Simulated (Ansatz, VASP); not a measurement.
Fe in VASP and in Ansatz

```xyz
1
Lattice="0.0000 1.7830 1.7830 1.7830 0.0000 1.7830 1.7830 1.7830 0.0000" Properties=species:S:1:pos:R:3 pbc="T T T"
Fe    0.0000    0.0000    0.0000
```

Alike in both runs: task single point; functional RPBE; k mesh 17 × 17 × 17; occupations fermi-dirac, width 0.1 eV; no spin polarisation.

|  | VASP | Ansatz |
| --- | --- | --- |
| version | VASP 6.6.1 | Ansatz 0.2.0 |
| potentials or method | VASP PAW PBE potentials, release 64 (Fe) | plane waves (420 eV) with PAW, scalar-relativistic |
| plane-wave cutoff (eV) | 520 | 420 |
| valence electrons in the cell | 8 | 16 |

```csv
,VASP,Ansatz,Ansatz less VASP
pressure (GPa),-17.0,-16.9,+0.13
```

The two sets of potentials don't hold the same shells in valence.

Caveats: so large a pressure means that the cell lies far from this level's equilibrium, or that cutoff or potentials fall short (VASP); the potentials were made for another functional, which shifts forces and pressure (VASP); the run has no spin polarisation, though such a crystal can be magnetic. Spin polarisation is off, so any magnetic state and its effect on volume and gap are missing.
